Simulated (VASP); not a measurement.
# SnO2 (Cassiterite) (P4_2/mnm) in VASP: further runs

One crystal, SnO2 (Cassiterite), is run at these levels: LDA; tasks: single point.

All numbers are computed with VASP 6.6.1; they aren't measurements. Logs are shortened: lines on timing, memory, paths and dates and some standing lists are left out, and cuts for length are marked.

## (1) The undisturbed crystal

It takes space group P4_2/mnm (No. 136, tetragonal). Conventional cell: a = 4.738 Å, b = 4.738 Å, c = 3.187 Å, α = 90.00°, β = 90.00°, γ = 90.00°. Sn (site symmetry mmm) is surrounded by 6 O at 2.05 to 2.06 Å. O (site symmetry m2m) is surrounded by 3 Sn at 2.05 to 2.06 Å.

## (2) Single point, LDA

File INCAR:

```
  PREC = Accurate
  ENCUT = 400
  EDIFF = 1E-7
  ISMEAR = 0
  SIGMA = 0.5
  LREAL = F
  LASPH = T
  NELM = 100
  ALGO = Normal
  ISIF = 2
  LWAVE = F
  LCHARG = F
  GGA = CA
  NBANDS = 35
  ADDGRID = F
```

File KPOINTS:

```
Automatic mesh
0
Gamma
  3 3 4
```

File POSCAR:

```
SnO2
1.0
    4.7380000000      0.0000000000      0.0000000000
    0.0000000000      4.7380000000      0.0000000000
    0.0000000000      0.0000000000      3.1865000000
Sn O
2 4
Direct
    0.5083380000      0.5032920000      0.5086530000
   -0.0051220000      0.0135540000     -0.0007820000
    0.8109230000      0.1826710000      0.5004320000
    0.6982190000      0.6813010000      0.0618330000
    0.2015220000      0.8103230000      0.4933280000
    0.2970720000      0.3208310000      0.0016070000
```

Potentials or basis: VASP PAW LDA potentials, release 64 (Sn_d, O).

Command:

```bash
$ cat potpaw_LDA.64/Sn_d/POTCAR potpaw_LDA.64/O/POTCAR > POTCAR
$ mpirun -np 1 vasp_std > vasp.out
```

OUTCAR:

```text
PREC = Accurate
   ENCUT = 400
   EDIFF = 1E-7
   ISMEAR = 0
   LREAL = F
   LASPH = T
   NELM = 100
   ISIF = 2
   GGA = CA

 Found     19 irreducible k-points:

 Following reciprocal coordinates:
            Coordinates               Weight
  0.000000  0.000000  0.000000      1.000000
  0.333333  0.000000  0.000000      2.000000
  0.000000  0.333333  0.000000      2.000000
  0.333333  0.333333  0.000000      2.000000
 -0.333333  0.333333  0.000000      2.000000
  0.000000  0.000000  0.250000      2.000000
   k-points           NKPTS =     19   k-points in BZ     NKDIM =     19   number of bands    NBANDS=     35
   number of dos      NEDOS =    301   number of ions     NIONS =      6
   total plane-waves  NPLWV =  24576
   dimension x,y,z NGX =    32 NGY =   32 NGZ =   24
   dimension x,y,z NGXF=    64 NGYF=   64 NGZF=   48
   ions per type =               2   4
   NGX,Y,Z   is equivalent  to a cutoff of  11.23, 11.23, 12.52 a.u.
   NGXF,Y,Z  is equivalent  to a cutoff of  22.46, 22.46, 25.04 a.u.
 SYSTEM =  unknown system
   PREC   = accura    normal or accurate (medium, high low for compatibility)
   ISTART =      0    job   : 0-new  1-cont  2-samecut
   ICHARG =      2    charge: 1-file 2-atom 10-const
   ISPIN  =      1    spin polarized calculation?
   LNONCOLLINEAR =      F non collinear calculations
   LSORBIT =      F    spin-orbit coupling
   LASPH  =      T    aspherical Exc in radial PAW
   ENCUT  =  400.0 eV  29.40 Ry    5.42 a.u.   7.73  7.73  5.20*2*pi/ulx,y,z
   NELM   =    100;   NELMIN=  2; NELMDL= -5     # of ELM steps
   EDIFF  = 0.1E-06   stopping-criterion for ELM
   LREAL  =      F    real-space projection
   EDIFFG = 0.1E-05   stopping-criterion for IOM
   NSW    =      0    number of steps for IOM
   IBRION =     -1    ionic relax: 0-MD 1-quasi-New 2-CG
   NFREE  =      0    steps in history (QN), initial steepest desc. (CG)
   ISIF   =      2    stress and relaxation
   ISYM   =      2    0-nonsym 1-usesym 2-fastsym
   POTIM  = 0.5000    time-step for ionic-motion
   TEBEG  =    0.0;   TEEND  =   0.0 temperature during run
   PSTRESS=    0.0 pullay stress
   NELECT =      52.0000    total number of electrons
   NUPDOWN=      -1.0000    fix difference up-down
   EMIN   =  10.00;   EMAX   =-10.00  energy-range for DOS
   EFERMI =   0.00;   METHOD = LEGACY
   ISMEAR =     0;   SIGMA  =   0.50  broadening in eV -4-tet -1-fermi 0-gaus
   EFERMI_NEDOS =   21; number of points for ismear=-14 and -15
   IALGO  =     38    algorithm
   IMIX   =      4    mixing-type and parameters
     AMIX     =   0.40;   BMIX     =  1.00
     AMIX_MAG =   1.60;   BMIX_MAG =  1.00
  volume/ion in A,a.u.               =      11.92        80.45
  Fermi-wavevector in a.u.,A,eV,Ry     =   1.472000  2.781677 29.480903  2.166785
  Thomas-Fermi vector in A             =   2.587068
   LORBIT       =      0    0 simple, 1 ext, 2 COOP (PROOUT), +10 PAW based schemes
   GGA     = CA    functional components
   LHFCALC =     F    Hartree Fock is set to
   AEXX    =    0.0000 exact exchange contribution
   IVDW    =     0    specifies the selected vdW correction
   LEPSILON=     F    determine dielectric tensor
   LRPA    =     F    only Hartree local field effects (RPA)
 non-spin polarized calculation
 Gauss-broadening in eV      SIGMA  =   0.50
  energy-cutoff  :      400.00
  volume of cell :       71.53
 maximum number of plane-waves:      1310
   NGX = 15   NGY = 15   NGZ = 11

 number of electron      52.0000002 magnetization

 Free energy of the ion-electron system (eV)
  ---------------------------------------------------
  ext. energy  EPLUGINS =         0.00000000
  ---------------------------------------------------
  free energy    TOTEN  =       -41.89486476 eV

  energy without entropy =      -41.88824880  energy(sigma->0) =      -41.89155678

 E-fermi :   6.5482     XC(G=0): -11.7917

 val. band max:        5.9590080660   @ k =   0.0000   0.0000   0.0000
 cond. band min:       7.0530443774   @ k =   0.0000   0.0000   0.0000
 fundamental gap:      1.0940363114
 Fermi energy:         6.5481813374

 k-point     1 :       0.0000    0.0000    0.0000
  band No.  band energies     occupation
      1     -15.2122      2.00000
      2     -14.5750      2.00000
      3     -14.1458      2.00000
      4     -14.1336      2.00000
      5     -14.1132      2.00000
      6     -13.9761      2.00000
[... 27 lines left out ...]
     34      17.7355      0.00000
     35      18.1305      0.00000

 k-point     2 :       0.3333    0.0000    0.0000
  band No.  band energies     occupation
      1     -15.0680      2.00000
      2     -14.7124      2.00000
      3     -14.1879      2.00000
      4     -14.1292      2.00000
      5     -14.0989      2.00000
      6     -14.0483      2.00000
[... 27 lines left out ...]
     34      17.7576      0.00000
     35      18.2489      0.00000

 k-point     3 :       0.0000    0.3333    0.0000
  band No.  band energies     occupation
      1     -15.0675      2.00000
      2     -14.7237      2.00000
      3     -14.1617      2.00000
      4     -14.1290      2.00000
      5     -14.1134      2.00000
      6     -14.0498      2.00000
[... 27 lines left out ...]
     34      17.8235      0.00000
     35      18.0609      0.00000

 k-point     4 :       0.3333    0.3333    0.0000
  band No.  band energies     occupation
      1     -15.0271      2.00000
      2     -14.8633      2.00000
      3     -14.1630      2.00000
      4     -14.1353      2.00000
      5     -14.1023      2.00000
      6     -14.0530      2.00000
[... 27 lines left out ...]
     34      17.9073      0.00000
     35      18.2357      0.00000

 k-point     5 :      -0.3333    0.3333    0.0000
  band No.  band energies     occupation
      1     -15.0381      2.00000
      2     -14.8513      2.00000
      3     -14.1602      2.00000
      4     -14.1299      2.00000
      5     -14.1010      2.00000
      6     -14.0641      2.00000
[... 27 lines left out ...]
     34      17.8403      0.00000
     35      18.3074      0.00000

 k-point     6 :       0.0000    0.0000    0.2500
  band No.  band energies     occupation
      1     -14.9848      2.00000
      2     -14.7042      2.00000
      3     -14.5331      2.00000
      4     -14.1390      2.00000
      5     -14.0179      2.00000
      6     -13.9742      2.00000
[... 27 lines left out ...]
     34      17.4555      0.00000
     35      18.0028      0.00000

 [... further k-points ...]
[... 5 lines left out ...]
  --------------------------------------------------------------------------------------
  -------------------------------------------------------------------------------------
  Total       -1.6374170     -1.7173776      0.2796717      0.3770674     -1.5267472     -1.5054615
  in kB      -36.6746389    -38.4655844      6.2640469      8.4455029    -34.1958716    -33.7191171
  external PRESSURE =     -22.9587255 kB  Pullay stress =       0.0000000 kB

 VOLUME and BASIS-vectors are now :
 -----------------------------------------------------------------------------
  energy-cutoff  :      400.00
  volume of cell :       71.53
      direct lattice vectors                 reciprocal lattice vectors
     4.738000000  0.000000000  0.000000000     0.211059519  0.000000000  0.000000000
     0.000000000  4.738000000  0.000000000     0.000000000  0.211059519  0.000000000
     0.000000000  0.000000000  3.186500000     0.000000000  0.000000000  0.313823945

 POSITION                                       TOTAL-FORCE (eV/Angst)
 -----------------------------------------------------------------------------------
      2.40851      2.38460      1.62082        -1.678343     -0.764395      2.121926
      4.71373      0.06422      3.18401         1.475549     -1.863772      0.059166
      3.84215      0.86550      1.59463        -1.306786      1.045873      0.300657
      3.30816      3.22800      0.19703         1.528512      1.397932     -3.063645
      0.95481      3.83931      1.57199        -0.327808      0.412179      0.542008
      1.40753      1.52010      0.00512         0.308876     -0.227816      0.039888
 -----------------------------------------------------------------------------------
    total drift:                               -0.001990     -0.001583     -0.000298

  FREE ENERGIE OF THE ION-ELECTRON SYSTEM (eV)
  ---------------------------------------------------
  free  energy   TOTEN  =       -41.8948647558 eV

  energy  without entropy=      -41.8882487981  energy(sigma->0) =      -41.89155678
```

It took 33 s on 1 thread of Intel Xeon Platinum 8259CL at 2.50GHz (Skylake/Cascade Lake), shared host; peak memory 0.15 GiB.

The run converged, but some of its settings lie outside the range that counts as converged, so its numbers aren't taken as properties of the crystal.

What came out:

* Free energy: -41.8949 eV
* Largest force: 3.698 eV/Å
* Band gap on the k mesh: 1.09 eV, direct

Caveat: the k mesh is coarse (spacing up to 0.49 Å⁻¹), so the values aren't converged; the cutoff is under 1.25 times the usual one of these potentials, so pressure, stress and relaxed cells hold a basis-set (Pulay) error; spin-orbit coupling is left out, which moves the levels of the heavy elements.

## (3) Single point, LDA

INCAR: that of step 2 with these lines changed.

```diff
@@ -4,3 +4,3 @@
   ISMEAR = 0
-  SIGMA = 0.5
+  SIGMA = 0.1
   LREAL = F
```

KPOINTS is that of step 2.

POSCAR is that of step 2.

Potentials or basis: VASP PAW LDA potentials, release 64 (Sn_d, O).

Command:

```bash
$ cat potpaw_LDA.64/Sn_d/POTCAR potpaw_LDA.64/O/POTCAR > POTCAR
$ mpirun -np 1 vasp_std > vasp.out
```

OUTCAR:

```text
PREC = Accurate
   ENCUT = 400
   EDIFF = 1E-7
   ISMEAR = 0
   LREAL = F
   LASPH = T
   NELM = 100
   ISIF = 2
   GGA = CA

 Found     19 irreducible k-points:

 Following reciprocal coordinates:
            Coordinates               Weight
  0.000000  0.000000  0.000000      1.000000
  0.333333  0.000000  0.000000      2.000000
  0.000000  0.333333  0.000000      2.000000
  0.333333  0.333333  0.000000      2.000000
 -0.333333  0.333333  0.000000      2.000000
  0.000000  0.000000  0.250000      2.000000
   k-points           NKPTS =     19   k-points in BZ     NKDIM =     19   number of bands    NBANDS=     35
   number of dos      NEDOS =    301   number of ions     NIONS =      6
   total plane-waves  NPLWV =  24576
   dimension x,y,z NGX =    32 NGY =   32 NGZ =   24
   dimension x,y,z NGXF=    64 NGYF=   64 NGZF=   48
   ions per type =               2   4
   NGX,Y,Z   is equivalent  to a cutoff of  11.23, 11.23, 12.52 a.u.
   NGXF,Y,Z  is equivalent  to a cutoff of  22.46, 22.46, 25.04 a.u.
 SYSTEM =  unknown system
   PREC   = accura    normal or accurate (medium, high low for compatibility)
   ISTART =      0    job   : 0-new  1-cont  2-samecut
   ICHARG =      2    charge: 1-file 2-atom 10-const
[... 52 lines left out ...]

  energy without entropy =      -41.89362480  energy(sigma->0) =      -41.89362480

 E-fermi :   6.4049     XC(G=0): -11.7916

 val. band max:        5.9631371558   @ k =   0.0000   0.0000   0.0000
 cond. band min:       7.0525781537   @ k =   0.0000   0.0000   0.0000
 fundamental gap:      1.0894409979
 Fermi energy:         6.4049493880

 k-point     1 :       0.0000    0.0000    0.0000
  band No.  band energies     occupation
      1     -15.2142      2.00000
      2     -14.5774      2.00000
      3     -14.1485      2.00000
      4     -14.1365      2.00000
      5     -14.1161      2.00000
      6     -13.9790      2.00000
[... 217 lines left out ...]
     34      17.4556      0.00000
     35      18.0040      0.00000

 [... further k-points ...]
[... 5 lines left out ...]
  --------------------------------------------------------------------------------------
  -------------------------------------------------------------------------------------
  Total       -1.6827678     -1.7552326      0.2133352      0.3790938     -1.5219838     -1.5005321
  in kB      -37.6903984    -39.3134555      4.7782514      8.4908905    -34.0891814    -33.6087089
  external PRESSURE =     -24.0752009 kB  Pullay stress =       0.0000000 kB

 VOLUME and BASIS-vectors are now :
 -----------------------------------------------------------------------------
  energy-cutoff  :      400.00
  volume of cell :       71.53
      direct lattice vectors                 reciprocal lattice vectors
     4.738000000  0.000000000  0.000000000     0.211059519  0.000000000  0.000000000
     0.000000000  4.738000000  0.000000000     0.000000000  0.211059519  0.000000000
     0.000000000  0.000000000  3.186500000     0.000000000  0.000000000  0.313823945

 POSITION                                       TOTAL-FORCE (eV/Angst)
 -----------------------------------------------------------------------------------
      2.40851      2.38460      1.62082        -1.686270     -0.760525      2.121384
      4.71373      0.06422      3.18401         1.484927     -1.869405      0.059688
      3.84215      0.86550      1.59463        -1.306375      1.044920      0.301244
      3.30816      3.22800      0.19703         1.527102      1.394824     -3.064130
      0.95481      3.83931      1.57199        -0.331163      0.416132      0.543156
      1.40753      1.52010      0.00512         0.311779     -0.225946      0.038657
 -----------------------------------------------------------------------------------
    total drift:                               -0.002012     -0.001602     -0.000269

  FREE ENERGIE OF THE ION-ELECTRON SYSTEM (eV)
  ---------------------------------------------------
  free  energy   TOTEN  =       -41.8936247957 eV

  energy  without entropy=      -41.8936247957  energy(sigma->0) =      -41.89362480
```

OSZICAR:

```text
N       E                     dE             d eps       ncg     rms          rms(c)
DAV:   1     0.567998638130E+03    0.56800E+03   -0.21792E+04  1468   0.200E+03
DAV:   2     0.371791832480E+02   -0.53082E+03   -0.50193E+03  1482   0.543E+02
DAV:   3    -0.443004256437E+02   -0.81480E+02   -0.80374E+02  1479   0.189E+02
DAV:   4    -0.479968589195E+02   -0.36964E+01   -0.36772E+01  1670   0.447E+01
DAV:   5    -0.480954382775E+02   -0.98579E-01   -0.98492E-01  1651   0.756E+00    0.158E+01
DAV:   6    -0.419735572570E+02    0.61219E+01   -0.16356E+01  2100   0.649E+01    0.645E+00
DAV:   7    -0.419943756377E+02   -0.20818E-01   -0.20268E+00  1507   0.790E+00    0.327E+00
DAV:   8    -0.419087282946E+02    0.85647E-01   -0.22370E-01  2041   0.448E+00    0.740E-01
DAV:   9    -0.418934104806E+02    0.15318E-01   -0.35081E-02  2161   0.320E+00    0.127E-01
DAV:  10    -0.418936176733E+02   -0.20719E-03   -0.37141E-03  1477   0.432E-01    0.747E-02
DAV:  11    -0.418936233229E+02   -0.56496E-05   -0.18623E-04  1841   0.992E-02    0.309E-02
DAV:  12    -0.418936259812E+02   -0.26582E-05   -0.21957E-05  1834   0.358E-02    0.144E-02
DAV:  13    -0.418936250059E+02    0.97529E-06   -0.35839E-06  1838   0.182E-02    0.761E-03
DAV:  14    -0.418936248260E+02    0.17985E-06   -0.14417E-06  1874   0.148E-02    0.161E-03
DAV:  15    -0.418936247957E+02    0.30363E-07   -0.18257E-07   972   0.443E-03
   1 F= -.41893625E+02 E0= -.41893625E+02  d E =-.522130E-11
```

It took 36 s on 1 thread of Intel Xeon Platinum 8259CL at 2.50GHz (Skylake/Cascade Lake), shared host; peak memory 0.15 GiB.

The run converged, but some of its settings lie outside the range that counts as converged, so its numbers aren't taken as properties of the crystal.

What came out:

```
Free energy            : -41.8936 eV
Largest force          : 3.697 eV/Å
Band gap on the k mesh : 1.09 eV, direct
```

Caveat: the k mesh is coarse (spacing up to 0.49 Å⁻¹), so the values aren't converged; the cutoff is under 1.25 times the usual one of these potentials, so pressure, stress and relaxed cells hold a basis-set (Pulay) error; spin-orbit coupling is left out, which moves the levels of the heavy elements.

(Part 1 of 2 ends here.)
